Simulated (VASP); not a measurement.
A run of VASP 6.6.1 is set up as follows.

The input INCAR:

```
PREC     = Accurate       # precision mode
ENCUT    = 520            # plane-wave cutoff, eV
EDIFF    = 1E-6           # SCF threshold, eV
ISMEAR   = 0              # smearing method
SIGMA    = 0.15           # smearing width, eV
LREAL    = F              # projectors in reciprocal space
LASPH    = T              # aspherical terms in the spheres
NELM     = 100            # most SCF steps
ALGO     = Fast           # electronic algorithm
ISIF     = 2              # what is computed and relaxed
LWAVE    = F              # write WAVECAR
LCHARG   = T              # write CHGCAR
GGA      = PS             # functional
LELF     = T              # ELF
LVHAR    = T            
NBANDS   = 12             # bands
```

The input KPOINTS:

```
Automatic mesh
0
Gamma
  22 22 22
```

File POSCAR:

```
Ti
1.0
   -0.8525465771      1.7050931542      1.7050931542
    1.7050931542     -0.8525465771      1.7050931542
    1.7050931542      1.7050931542     -0.8525465771
Ti
1
Direct
    0.0000000000      0.0000000000      0.0000000000
```

Potentials or basis: VASP PAW PBE potentials, release 64 (Ti_sv).

Launch:

```sh
$ cat potpaw_PBE.64/Ti_sv/POTCAR > POTCAR
$ mpirun -np 1 vasp_std > vasp.out
```

Problem. What does it give for the pressure?

Solution. 1.9 GPa.

Problem. Predict the band gap on the k mesh.

Solution. None (metal or under the smearing width).

Caveat: the PAW data sets were made with another functional, which shifts forces and pressure a little.
